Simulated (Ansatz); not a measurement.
BaF2 in the fluorite structure, relaxed with r2SCAN, was run in the PAW code Ansatz under altered settings. All numbers are computed, without spin polarisation but where a row says otherwise.

```yaml
crystal:
  lattice:
    - [0.00000, 3.09716, 3.09716]
    - [3.09716, 0.00000, 3.09716]
    - [3.09716, 3.09716, 0.00000]
  atoms:
    - { symbol: Ba, position: [0.00000, 0.00000, 0.00000] }
    - { symbol: F, position: [0.25000, 0.25000, 0.25000] }
    - { symbol: F, position: [0.75000, 0.75000, 0.75000] }
```

The base run's other keys:
```yaml
kpoints:
  mp_grid: { grid: [4, 4, 4] }
hamiltonian:
  xc: hse06
scf:
  occupations: { method: fixed }
  n_extra_bands: 4
```

It takes 15 iterations with 1211 plane waves at 420 eV and 8 k points, and leaves a mean stress of +0.37 GPa. The gap over this mesh is 8.767 eV. It ran on 4 threads of Arm Neoverse N1, with other jobs on the host.

Outcomes, with energy and stress as changes against the base:
```csv
setting,outcome,ΔF (meV/atom),Δ mean stress (GPa),gap on the mesh (eV),iterations,wall time
"PBE hybrid, exx coeff 0.3, omega 0.3 1/Å",converged,–,-0.2,8.841,15,12 s
hamiltonian.xc: wpbeh,converged,–,-0.2,8.750,15,12 s
"PBE hybrid, exx coeff 0.75, omega 0.2078 1/Å",converged,–,-2.1,12.843,19,14 s
"PBE hybrid, exx coeff 0.05, omega 0.5 1/Å",converged,–,+0.9,7.082,9,11 s
scf.convergence.dr2_threshold: 0.0001,"converged, warned",0.0,0.0,8.767,14,11 s
```
A dash marks a value that wasn't obtained or can't be compared. Stress is positive in compression. The base took 12 s.

- PBE hybrid, exx coeff 0.3, omega 0.3 1/Å. That is 30 % exact exchange, screened with ω = 0.3 1/Å, against HSE06's 25 % screened at 0.208 1/Å. The mean stress moves by -0.2 GPa and the gap on the mesh by +0.074 eV (to 8.841). Totals of different functionals aren't comparable.
- hamiltonian.xc: wpbeh. The mean stress moves by -0.2 GPa and the gap on the mesh by -0.016 eV (to 8.750). It's another functional on the same cell, so totals aren't comparable.
- PBE hybrid, exx coeff 0.75, omega 0.2078 1/Å. That is 75 % exact exchange, screened with ω = 0.2078 1/Å, against HSE06's 25 % screened at 0.208 1/Å. The mean stress moves by -2.1 GPa and the gap on the mesh by +4.076 eV (to 12.843). Totals of different functionals aren't comparable.
- PBE hybrid, exx coeff 0.05, omega 0.5 1/Å. That is 5 % exact exchange, screened with ω = 0.5 1/Å, against HSE06's 25 % screened at 0.208 1/Å. The mean stress moves by +0.9 GPa and the gap on the mesh by -1.685 eV (to 7.082). Totals of different functionals aren't comparable.
- scf.convergence.dr2_threshold: 0.0001. It converges in 14 iterations against the base's 15. Even so loose a threshold leaves the results unchanged here, which can't be counted on. Warned: force scf threshold loose.

Within 1 meV an atom, 0.1 GPa and 0.005 eV of the base stay: scf.convergence.dr2_threshold: 0.0001.

Spin-orbit coupling is left out.

The meshes of the hybrids are coarse, so their gaps aren't converged to the digits shown.
